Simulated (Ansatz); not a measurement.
Cu:

```
CELL_PARAMETERS angstrom
1.21846 -3.97638 0.00000
1.21846 3.97638 0.00000
0.00000 0.00000 2.47550
ATOMIC_POSITIONS crystal
Cu 0.86613 0.13387 0.75000
Cu 0.13387 0.86613 0.25000
```

This isn't the form of Cu at room conditions, which is fcc.

Below is the output of Ansatz 0.2.0 for this cell. Logs are shortened: lines on timing, memory, paths and dates and some standing lists are left out, and cuts for length are marked.

```text
Warning: RAYON_NUM_THREADS=2 ignored (pool sized by the plan → 2); use --threads N
scf.n_extra_bands = 6 over 19 filled bands (N_el = 38.0): the run solves 25 bands
Engine: ansatz 0.2.0, x86_64-unknown-linux-gnu
Pseudopotentials: kind: paw
Pseudopotential: Cu, paw, valence charge 19, recommended cutoff 420 eV (normal), Cu.paw.azcp
Functional definition: PBEsol
  exchange = pbesol_x
  correlation = pbesol_c
Crystal: 2 atoms, lattice volume = 23.988 Å³
Basis set: ecut = 420 eV, 445 PW (Γ), exchange–correlation on 60×60×36 points (8 copies of the dense FFT grid, shifted against one another)
Bands: 25, of which v1, the nominal top of the filled ones, is band 19 counted from 1 (18 counted from 0)
Symmetry: 8 space group operations
Space group: Cmcm (ITA 63), of the structure as read, at distance tolerance 2.9e-5 Å
k-points: 216 of 1331
Non-local potential: Cu, projectors of the file, l = 0: 3, l = 1: 2, l = 2: 3, l = 3: 1
PAW form: soft (Blöchl's): semilocal exchange-correlation on the pseudo side does not see the compensation charge
PAW frozen core: Cu, regenerated for the run's functional, and the local potential with it (the file was generated under x = pbe(κ = 0.804, μ = 0.2195149727645171), c = pbe(β = 0.06672455060314922))
PAW one-centre angular grid: Cu, 590 points (default); XC on 64 Gauss nodes
Initial density: superposition of atomic densities (neutral atoms: chi_scale 0, normalization atom), corrected by the library's trained network
Initial wavefunctions: pseudopotential atomic-orbital guess
Functional: x = pbesol(κ = 0.804, μ = 0.12345679012345678), c = pbesol(β = 0.046)
SCF iter   1: F=—  HF=-13177.241704 eV  |F-HF|=—  |Δ(HF+E_count)|=         —  Δρ=2.12e-2  dr2=5.64e-2  ethr=1.77e-3  ⟨swp⟩=5.9  Hψ=21026  notcnv=0  defer=50
preconditioner: auto → none  [metal: Δε(μ)=0.051 eV  Ē_g=13.285 eV  σ=0.050 eV  W_gap=0.24  n_scr=8 (ndim 8)  ℏωp=35.6 eV  f_vac=0.000  D(μ)=0.48/eV (n_scr^D=2)  sad-step TF]
SCF iter   2: F=—  HF=-13177.229754 eV  |F-HF|=—  |Δ(HF+E_count)|=   1.20e-2  Δρ=5.26e-3  dr2=3.99e-3  ethr=1.48e-4  ⟨swp⟩=2.7  Hψ=10067  notcnv=0  defer=257
SCF iter   3: F=—  HF=-13177.228910 eV  |F-HF|=—  |Δ(HF+E_count)|=   8.44e-4  Δρ=1.42e-3  dr2=2.91e-4  ethr=1.05e-5  ⟨swp⟩=1.1  Hψ=5174  notcnv=0  defer=257
SCF iter   4: F=—  HF=-13177.228832 eV  |F-HF|=—  |Δ(HF+E_count)|=   7.80e-5  Δρ=2.58e-4  dr2=4.98e-5  ethr=7.65e-7  ⟨swp⟩=2.0  Hψ=6931  notcnv=0  defer=257
SCF iter   5: F=—  HF=-13177.228811 eV  |F-HF|=—  |Δ(HF+E_count)|=   2.06e-5  Δρ=5.98e-5  dr2=1.95e-7  ethr=1.31e-7  ⟨swp⟩=2.0  Hψ=7251  notcnv=0  defer=257
SCF iter   6: F=-13177.228812 eV  HF=-13177.228812 eV  |F-HF|=3.52e-8  |Δ(HF+E_count)|=   5.82e-7  Δρ=1.07e-5  dr2=1.01e-8  ethr=2.63e-10  ⟨swp⟩=7.8  Hψ=24455  notcnv=0
SCF 1 converged in 6 iterations: F = -13177.228812 eV  dr2 = 1.01e-8
  greatest PAW one-centre occupation: 1.000 electrons in one spin orbital (limit 2), on the Cu atom at site 1 (counted from 0), in its partial waves of l = 0
NSCF: frozen V_eff on 170 k-points
SCF converged after 6 iterations
Free energy (F): -13177.228812 eV
Harris-Foulkes:  -13177.228812 eV  (|F-HF|=3.52e-8)
Internal energy: -13177.224616 eV  (E = F + TS)
E sigma→0 (E₀):  -13177.226714 eV
Entropy (-TS):   -0.004196 eV (-2.098 meV/atom)
Fermi energy:    16.257301 eV
--- Per-component energies (eV) ---
  E_band       = -735.429275
  E_kinetic    = 600.927866
  E_local      = -8262.449801  (includes V_loc(G=0)·N_el)
  E_nonlocal   = 783.818815
  E_hartree    = 3636.460555
  E_xc         = -178.035650
  E_vxc        = -230.761849  (∫ρ·V_xc dr)
  E_paw        = -3253.237276  (= ΣΔE_a)
  E_vpaw       = -899.892884  (= ΣTr[D̂ρ^β])
  E_aug_tail   = 0.000498  (compensation charges beyond the density's cutoff)
  E_ewald      = -6505.122028
  E_core_change = 0.412404  (= ΣΔE_core)
  E_smearing   = -0.004196  (= −TS)
  E_closure    = -0.000000  (closes the sum)
  Σ components = -13177.228812   (vs F -13177.228812, Δ=0.00e0)
--- Forces (eV/Å), atoms counted from 1 ---
  atom   1  Cu     0.00000000     0.00464630     0.00000000
  atom   2  Cu     0.00000000    -0.00464630    -0.00000000
  max |Σ_I F_I| component: 0.00e0 eV/Å
--- Stress (GPa, compression-positive) ---
       -1.253063      -0.000000       0.000000
       -0.000000      -2.196581       0.000000
        0.000000       0.000000      -1.152938
  P = ⅓ Tr σ = -1.5342 GPa (-15.342 kbar)
--- Band table (eV; the first three rows and the last of 216) ---
  k-point 0: bands = ["-96.0109", "-95.9926", "-53.6013", "-53.5103", "-53.4764", "-53.4727", "-53.4616", "-53.4479", "6.9154", "11.2716", "12.0487", "12.5353", "13.2517", "13.5188", "13.9533", "14.2667", "14.4667", "14.6080", "14.8547", "16.1198", "21.0308", "30.9057", "34.5344", "35.4141", "35.7874"]
  k-point 1: bands = ["-96.0099", "-95.9924", "-53.5982", "-53.5161", "-53.4800", "-53.4783", "-53.4608", "-53.4476", "7.1300", "11.3975", "12.0752", "12.5607", "13.2016", "13.5628", "13.9343", "14.1832", "14.3711", "14.5054", "14.5870", "16.8406", "21.1008", "28.7541", "34.7980", "35.6588", "37.2167"]
  k-point 2: bands = ["-96.0073", "-95.9919", "-53.5893", "-53.5317", "-53.5000", "-53.4840", "-53.4586", "-53.4471", "7.7598", "11.7259", "12.1450", "12.5938", "13.0770", "13.5581", "13.8692", "13.9355", "14.0134", "14.5487", "14.5563", "18.1562", "21.3318", "25.4234", "34.3527", "35.0497", "35.5654"]
  k-point 215: bands = ["-95.9948", "-95.9943", "-53.6016", "-53.6002", "-53.5045", "-53.5024", "-53.4504", "-53.4465", "11.1199", "11.2261", "12.5780", "12.7199", "13.8131", "13.8312", "14.2436", "14.3826", "14.3855", "14.7424", "14.8478", "15.5546", "20.0325", "20.4902", "33.2081", "34.1724", "38.1795"]
```

Task: Write the input and the command behind it.

Result: Band structure with PBEsol, no spin polarisation. The files as run (others can give the same):

input.yaml
```yaml
crystal:
  lattice:
    - [1.21846369, -3.9763780104, 0.0]
    - [1.21846369, 3.9763780104, 0.0]
    - [0.0, 0.0, 2.4754955235]
  atoms:
    - { symbol: Cu, position: [0.86613335, 0.13386665, 0.75] }
    - { symbol: Cu, position: [0.13386665, 0.86613335, 0.25] }
hamiltonian:
  xc: pbesol
  pseudopotentials: { kind: paw }
kpoints:
  mp_grid: { grid: [11, 11, 11] }
  band_path:
    path:
      - [[0.0, 0.0, 0.0], [0.2734741495, 0.2734741495, 0.0], [0.0, 0.5, 0.0], [0.0, 0.5, 0.5], [0.2734741495, 0.2734741495, 0.5], [0.0, 0.0, 0.5], [0.0, 0.0, 0.0], [-0.5, 0.5, 0.0], [-0.2734741495, 0.7265258505, 0.0], [-0.2734741495, 0.7265258505, 0.5], [-0.5, 0.5, 0.5], [-0.5, 0.5, 0.0]]
      - [[0.0, 0.0, 0.5], [-0.5, 0.5, 0.5]]
    npoints: 14
scf:
  occupations: { method: fermi_dirac, width: 0.05 }
  n_extra_bands: 6
output:
  forces: true
  stress: true
  eigenvalues: true
  fatbands: false
```

Potentials or basis: Ansatz PAW.
Launch:
```sh
$ ansatz run input.yaml --threads 2 --pin off --max-ram 5632MiB --backend cpu --events-out ev --progress --plain --runs-dir out
```

Caveat: the PAW data sets come from PBE, with cores solved anew for the run's functional, which leaves a small shift of forces and pressure.
